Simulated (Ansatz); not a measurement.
**Band table of ZrN**

```
Zr N
1.0
     0.00000    2.28423    2.28423
     2.28423    0.00000    2.28423
     2.28423    2.28423    0.00000
Zr N
1 1
Direct
  0.00000 0.00000 0.00000
  0.50000 0.50000 0.50000
```

Atoms are numbered in the order listed.

The cell is COD entry 4303945, as deposited and not checked against the literature; nothing was relaxed.

Spin polarisation is left out, and whether a magnetic state lies lower isn't shown here.

Method: Ansatz 0.2.0, DFT, PBE, all-electron LAPW, Dirac equation with spin-orbit coupling.

Numerical set-up: a Γ-centred 9×9×9 k mesh, Fermi–Dirac smearing of 0.01 eV, basis error target 0.25 meV/atom, no spin polarisation.

Path points, in fractions of the reciprocal vectors: Γ (0.000, 0.000, 0.000), X (0.500, 0.000, 0.500), U (0.625, 0.250, 0.625), K (0.375, 0.375, 0.750), L (0.500, 0.500, 0.500), W (0.500, 0.250, 0.750). Levels in eV from the Fermi level, one of each degenerate spinor pair; bands 29 to 43, counted from the lowest band of the run. The gap is zero.

```
# k(1/Å) point b29 b31 b33 b35 b37 b39 b41 b43
0.000 Γ -16.30 -2.70 -2.63 -2.63 -0.41 -0.41 -0.33 1.63
0.275 - -16.04 -4.06 -3.01 -2.95 -0.83 0.39 0.44 1.78
0.550 - -15.55 -5.66 -3.37 -3.29 -1.77 1.96 2.01 2.19
0.825 - -15.39 -5.95 -3.42 -3.33 -2.68 2.73 3.49 3.57
1.100 - -15.62 -5.13 -3.29 -3.29 -3.18 3.23 4.37 4.46
1.375 X -15.78 -4.55 -3.50 -3.20 -3.09 3.44 4.57 4.68
1.473 - -15.75 -4.56 -3.77 -3.23 -2.87 3.57 4.52 4.63
1.570 - -15.67 -4.59 -4.17 -3.45 -2.44 3.94 4.37 4.50
1.667 - -15.55 -4.69 -4.55 -3.76 -1.94 4.12 4.30 4.50
1.764 - -15.39 -5.08 -4.67 -4.11 -1.36 3.81 4.06 5.15
1.862 U -15.21 -5.52 -4.73 -4.46 -0.69 3.47 3.76 5.30
2.030 - -15.10 -5.71 -4.79 -4.65 -0.13 2.69 4.05 5.19
2.198 - -15.03 -5.85 -4.88 -4.76 0.71 1.70 4.30 5.10
2.367 - -15.03 -5.85 -4.88 -4.76 0.71 1.70 4.30 5.10
2.535 - -15.10 -5.71 -4.79 -4.65 -0.13 2.69 4.05 5.19
2.704 K -15.21 -5.52 -4.73 -4.46 -0.69 3.47 3.76 5.30
2.996 - -14.73 -6.54 -5.25 -4.79 1.63 2.39 2.65 4.73
3.287 - -14.74 -6.62 -5.38 -4.57 1.35 1.47 3.06 3.88
3.579 - -15.31 -5.56 -4.76 -3.95 0.47 0.51 2.03 2.79
3.871 - -16.00 -3.84 -3.54 -3.11 -0.17 -0.11 0.41 2.08
4.163 Γ -16.30 -2.70 -2.63 -2.63 -0.41 -0.41 -0.33 1.63
4.401 - -16.10 -3.45 -3.21 -3.18 -0.14 -0.10 -0.05 2.35
4.639 - -15.56 -4.91 -4.17 -4.16 0.34 0.63 0.65 3.92
4.877 - -14.88 -6.30 -5.00 -5.00 1.08 1.64 1.67 5.66
5.115 - -14.29 -7.31 -5.54 -5.53 2.19 2.67 2.70 5.56
5.354 L -14.05 -7.69 -5.73 -5.72 3.07 3.14 3.20 4.82
5.548 - -14.17 -7.50 -5.63 -5.60 2.56 2.87 3.25 5.51
5.743 - -14.46 -6.99 -5.37 -5.31 1.78 2.28 3.54 5.97
5.937 - -14.81 -6.33 -5.06 -4.97 1.29 1.64 3.98 5.51
6.132 - -15.07 -5.73 -4.86 -4.73 1.09 1.20 4.43 4.98
6.326 W -15.16 -5.45 -4.82 -4.66 1.04 1.08 4.60 4.78
6.464 - -15.23 -5.27 -4.78 -4.62 0.02 2.09 4.58 4.74
6.601 - -15.39 -4.78 -4.68 -4.49 -0.97 3.06 4.48 4.67
6.739 - -15.58 -4.63 -4.25 -4.05 -1.86 3.87 4.15 4.64
6.876 - -15.73 -4.57 -3.87 -3.42 -2.63 3.68 4.42 4.64
7.014 X -15.78 -4.55 -3.50 -3.20 -3.09 3.44 4.57 4.68
```
